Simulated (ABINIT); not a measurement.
Runs of ABINIT 10.8.3 (patched build) on MgO. The structure is hexagonal, space group P-6m2 (No. 187). Conventional cell: a = 2.938 Å, b = 2.938 Å, c = 2.680 Å, α = 90.00°, β = 90.00°, γ = 120.00°. Around Mg (site symmetry -6m2) lie 6 O at 2.16 Å. O (site symmetry -6m2) is surrounded by 6 Mg at 2.16 Å. Measurements of this composition are mostly on another form, of space group No. 225.

```tsv
task	level	potentials or basis	cutoff (eV)	fine-grid cutoff	gap on the mesh (eV)	pressure (GPa)
band structure	r2SCAN	JTH PAW PBE v2.0	762	1360.57 eV	(b)	-5.1
single point	PBE	JTH PAW PBE v2.0	626	1224.51 eV	3.01	0.1
band structure	LDA	JTH PAW LDA v2.0	626	1224.51 eV	2.95	-8.9
band structure	TB-mBJ	JTH PAW LDA v2.0	762	1360.57 eV	5.33	-
band structure	PBEsol	JTH PAW PBE v2.0	626	1224.51 eV	(a)	-3.7
```

Alike in all rows: no spin polarisation; cell as given; k mesh 10 × 10 × 10; smearing fermi-dirac 0.05 eV.

Fill in the values left out.

(a) 2.93; (b) 3.80.

Caveats: the PAW data sets were made with another functional, which shifts forces and pressure a little (some runs); the constant c of TB-mBJ comes from the pseudo density here, which moves gaps by up to 0.3 eV between sets of potentials (some runs).

A k mesh can miss the band edges.
